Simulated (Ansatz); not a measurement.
A plane-wave DFT run in Ansatz 0.2.0 (scalar-relativistic PAW potentials unless the input names others): input and command.

```yaml
crystal:
  lattice:
    - [0.0, 1.8028454624, 1.8028454624]
    - [1.8028454624, 0.0, 1.8028454624]
    - [1.8028454624, 1.8028454624, 0.0]
  atoms:
    - { symbol: B, position: [0.0, 0.0, 0.0] }
    - { symbol: "N", position: [0.75, 0.75, 0.75] }
basis:
  ecutwfc: 420
kpoints:
  mp_grid: { grid: [4, 4, 4] }
hamiltonian:
  xc: pbesol
scf:
  occupations: { method: fixed }
output:
  forces: true
  eigenvalues: true
  stress: true
relax:
  adjacent_minimum: "off"
  f_tol: 0.001
  max_steps: 60
  cell: { stress_tol: 0.02, p_target: 6.0 }
```

```bash
ansatz run input.yaml --threads 1 --pin off --max-ram 3072MiB --backend cpu --events-out ev --progress --plain --runs-dir out
```

Abridged log:
```
Basis set: ecut = 420 eV, 259 PW (Γ), exchange–correlation on 36×36×36 points (8 copies of the dense FFT grid, shifted against one another)
Bands: 8, of which v1, the nominal top of the filled ones, is band 4 counted from 1 (3 counted from 0)
Symmetry: 24 space group operations
k-points: 8 of 64 (time reversal used)
SCF iter   1: F=—  HF=-533.760563 eV  |F-HF|=—  |Δ(HF+E_count)|=         —  Δρ=6.22e-3  dr2=3.16e-3  ethr=1.77e-3  ⟨swp⟩=3.6  Hψ=362  notcnv=0  defer=11
SCF iter   2: F=—  HF=-533.759686 eV  |F-HF|=—  |Δ(HF+E_count)|=   8.76e-4  Δρ=1.67e-3  dr2=2.49e-4  ethr=3.95e-5  ⟨swp⟩=2.2  Hψ=153  notcnv=0  defer=13
SCF iter   3: F=—  HF=-533.759626 eV  |F-HF|=—  |Δ(HF+E_count)|=   6.08e-5  Δρ=6.76e-4  dr2=3.02e-5  ethr=3.11e-6  ⟨swp⟩=2.8  Hψ=106  notcnv=0  defer=13
SCF iter   4: F=—  HF=-533.759630 eV  |F-HF|=—  |Δ(HF+E_count)|=   4.85e-6  Δρ=2.22e-4  dr2=3.03e-6  ethr=3.78e-7  ⟨swp⟩=1.5  Hψ=74  notcnv=0
SCF iter   5: F=-533.759631 eV  HF=-533.759631 eV  |F-HF|=9.18e-9  |Δ(HF+E_count)|=   4.22e-7  Δρ=3.13e-5  dr2=5.62e-8  ethr=3.79e-8  ⟨swp⟩=2.0  Hψ=96  notcnv=0
SCF iter   6: F=-533.759631 eV  HF=-533.759631 eV  |F-HF|=5.01e-11  |Δ(HF+E_count)|=   1.52e-8  Δρ=2.64e-6  dr2=4.09e-10  ethr=7.03e-10  ⟨swp⟩=4.0  Hψ=330  notcnv=0
SCF 1 converged in 6 iterations: F = -533.759631 eV  dr2 = 4.09e-10
relax step   1: F+E_penalty+E_count = -533.75963087 eV  Δ(F+E_penalty+E_count) = +0.000e0 eV  max|allowed force component| = 5.089e-16 eV/Å  Δτ_max = 0.0000 Å  P = +0.702 GPa  Ω = 11.719 Å³  (6 SCF iters, dr2 threshold 1.00e-7 eV, accepted)
Crystal: 2 atoms, lattice volume = 11.628 Å³
Initial density: handed on by an earlier stage of this run
Initial wavefunctions: those handed on with the density
SCF iter   1: F=—  HF=-533.759075 eV  |F-HF|=—  |Δ(HF+E_count)|=         —  Δρ=1.97e-3  dr2=3.84e-4  ethr=4.93e-6  ⟨swp⟩=1.5  Hψ=401  notcnv=0  defer=1
SCF iter   2: F=—  HF=-533.758959 eV  |F-HF|=—  |Δ(HF+E_count)|=   1.16e-4  Δρ=7.17e-4  dr2=4.48e-5  ethr=4.80e-6  ⟨swp⟩=2.2  Hψ=105  notcnv=0  defer=12
   ...
SCF iter   1: F=—  HF=-533.755462 eV  |F-HF|=—  |Δ(HF+E_count)|=         —  Δρ=1.02e-4  dr2=1.02e-6  ethr=1.31e-8  ⟨swp⟩=1.0  Hψ=404  notcnv=0
SCF iter   2: F=—  HF=-533.755462 eV  |F-HF|=—  |Δ(HF+E_count)|=   5.52e-7  Δρ=3.68e-5  dr2=1.17e-7  ethr=1.27e-8  ⟨swp⟩=2.5  Hψ=96  notcnv=0
SCF iter   3: F=-533.755462 eV  HF=-533.755462 eV  |F-HF|=4.98e-9  |Δ(HF+E_count)|=   2.91e-8  Δρ=1.21e-5  dr2=1.50e-8  ethr=8.91e-10  ⟨swp⟩=5.0  Hψ=276  notcnv=0
SCF 6 converged in 3 iterations: F = -533.755462 eV  dr2 = 1.50e-8
relax step   6: F+E_penalty+E_count = -533.75546234 eV  Δ(F+E_penalty+E_count) = +1.362e-4 eV  max|allowed force component| = 7.864e-17 eV/Å  Δτ_max = 0.0000 Å  P = +5.995 GPa  Ω = 11.563 Å³  energy of the carried Pulay correction = +3.445e-5 eV  (3 SCF iters, dr2 threshold 7.12e-8 eV, accepted)
SCF iter   1: F=—  HF=-533.755461 eV  |F-HF|=—  |Δ(HF+E_count)|=         —  Δρ=1.22e-5  dr2=1.50e-8  ethr=3.78e-9  ⟨swp⟩=3.0  Hψ=546  notcnv=0  defer=12
SCF iter   2: F=—  HF=-533.755462 eV  |F-HF|=—  |Δ(HF+E_count)|=   8.56e-7  Δρ=5.56e-6  dr2=2.33e-9  ethr=1.87e-10  ⟨swp⟩=2.0  Hψ=90  notcnv=0  defer=12
SCF iter   3: F=—  HF=-533.755462 eV  |F-HF|=—  |Δ(HF+E_count)|=  5.26e-11  Δρ=2.03e-6  dr2=4.23e-10  ethr=2.91e-11  ⟨swp⟩=2.0  Hψ=92  notcnv=0  defer=12
SCF iter   4: F=—  HF=-533.755462 eV  |F-HF|=—  |Δ(HF+E_count)|=  8.57e-11  Δρ=3.83e-7  dr2=5.55e-12  ethr=5.29e-12  ⟨swp⟩=2.5  Hψ=93  notcnv=0  defer=12
SCF iter   5: F=-533.755462 eV  HF=-533.755462 eV  |F-HF|=1.14e-13  |Δ(HF+E_count)|=  2.73e-12  Δρ=2.14e-8  dr2=1.79e-14  ethr=1.00e-12  ⟨swp⟩=7.1  Hψ=315  notcnv=0
SCF 7 converged in 5 iterations: F = -533.755462 eV  dr2 = 1.79e-14
SCF converged after 5 iterations
Free energy (F): -533.755462 eV
Harris-Foulkes:  -533.755462 eV  (|F-HF|=1.14e-13)
Internal energy: -533.755462 eV  (E = F + TS)
E sigma→0 (E₀):  -533.755462 eV
Fermi energy:    11.516593 eV
--- Forces (eV/Å), atoms counted from 1 ---
  atom   1  B      0.00000000     0.00000000     0.00000000
  atom   2  N      0.00000000     0.00000000     0.00000000
--- Stress (GPa, compression-positive) ---
        5.995812       0.000000       0.000000
        0.000000       5.995812       0.000000
        0.000000       0.000000       5.995812
  P = ⅓ Tr σ = 5.9958 GPa (59.958 kbar)
--- Relaxed structure (5 steps of the walk, 5 accepted, 2 SCFs on fresh bases) ---
  F+E_penalty+E_count = -533.75546234 eV   max|allowed force component| = 1.619e-16 eV/Å   (the final SCF, on the basis selected at the relaxed cell)
  cell:  # Å, volume = 11.5635 Å³
    - [0.0, 1.79481311, 1.79481311]
    - [1.79481311, 0.0, 1.79481311]
    - [1.79481311, 1.79481311, 0.0]
  atoms:
    - { symbol: B, position: [0.0, 0.0, 0.0] }
    - { symbol: N, position: [0.75, 0.75, 0.75] }
```

Apart from outputs and empty bands, the input differs from a reference run on usual settings in kpoints.mp_grid.grid: [12, 12, 12] → [4, 4, 4]. The reference, at the same start, ended its own course with a relaxed volume of 5.77 Å³/atom, pressure 5.99 GPa, largest force 0.000 eV/Å, gap on the mesh 4.31 eV. This run converged in 30 SCF iterations over all its steps (reference: 30) with an energy at zero smearing 38.90 meV/atom above the reference's, a relaxed volume of 5.78 Å³/atom, pressure 6.00 GPa, largest force 0.000 eV/Å, gap on the mesh 4.28 eV. Its k mesh is looser than usual, and the result moved.

Time: 4.6 s on 1 thread of Intel(R) Xeon(R) Processor @ 2.50GHz (Skylake/Cascade Lake) (shared host), peak memory 0.27 GiB.